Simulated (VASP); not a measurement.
## A VASP 6.6.1 single-point calculation on BaTe

INCAR

```
ISMEAR = -1
EDIFF = 1E-7
LREAL = .FALSE.
LWAVE = .FALSE.
GGA = PE
NELM = 120
NBANDS = 10
ENCUT = 520
NSW = 0
ISIF = 2
IBRION = -1
LASPH = .TRUE.
PREC = Accurate
LCHARG = .FALSE.
SIGMA = 0.02
```

KPOINTS

```
KPOINTS created by Atomic Simulation Environment
0
Gamma
6 6 6
0 0 0
```

POSCAR

```
Ba Te
 1.0000000000000000
     0.0510428811000000    3.5323793129999999    3.5323793129999999
     3.5323793129999999    0.0510428811000000    3.5323793129999999
     3.5834221941000002    3.5834221941000002    0.0000000000000000
 Ba  Te
   1   1
Cartesian
  0.0000000000000000  0.0000000000000000  0.0000000000000000
  3.5834221940999997  3.5834221940999997  3.5323793129999994
```

The recommended PBE PAW datasets give the neutral cell 16 valence electrons.

Command

```
mpirun -np 1 vasp_std
```

Q: How does this run end, and what does it give?

A: It converged. Results: gap between bands v and c on the k mesh 1.53 eV; least direct gap on the k mesh 1.89 eV; pressure 0.3 GPa. Band v is the last that the valence electrons fill when counted band by band, and c is the next.

OSZICAR

```
N       E                     dE             d eps       ncg     rms          rms(c)
DAV:   1     0.102996629810E+03    0.10300E+03   -0.65006E+03   920   0.133E+03
DAV:   2    -0.269075684045E+01   -0.10569E+03   -0.10165E+03  1276   0.206E+02
DAV:   3    -0.856199414440E+01   -0.58712E+01   -0.58460E+01  1076   0.619E+01
DAV:   4    -0.872668494001E+01   -0.16469E+00   -0.16442E+00  1314   0.103E+01
DAV:   5    -0.873218251267E+01   -0.54976E-02   -0.54944E-02  1170   0.148E+00    0.358E+00
DAV:   6    -0.861544722611E+01    0.11674E+00   -0.26476E-01  1074   0.274E+00    0.245E+00
DAV:   7    -0.861842448906E+01   -0.29773E-02   -0.16954E-01  1332   0.266E+00    0.815E-01
DAV:   8    -0.862431288476E+01   -0.58884E-02   -0.17244E-02  1076   0.108E+00    0.118E-01
DAV:   9    -0.862530281738E+01   -0.98993E-03   -0.16077E-03  1096   0.367E-01    0.827E-02
DAV:  10    -0.862560463863E+01   -0.30182E-03   -0.41708E-04  1088   0.162E-01    0.170E-02
DAV:  11    -0.862561730088E+01   -0.12662E-04   -0.31941E-05  1310   0.391E-02    0.645E-03
DAV:  12    -0.862561867855E+01   -0.13777E-05   -0.24387E-06  1080   0.121E-02    0.190E-03
DAV:  13    -0.862561865864E+01    0.19915E-07   -0.47735E-07  1094   0.546E-03
   1 F= -.86256187E+01 E0= -.86256187E+01  d E =-.193951E-11
```

For comparison, a separate PBE run of the intended cell, on usual settings and not on those above, gives a gap of 1.53 eV on its mesh and a pressure of 0.3 GPa.
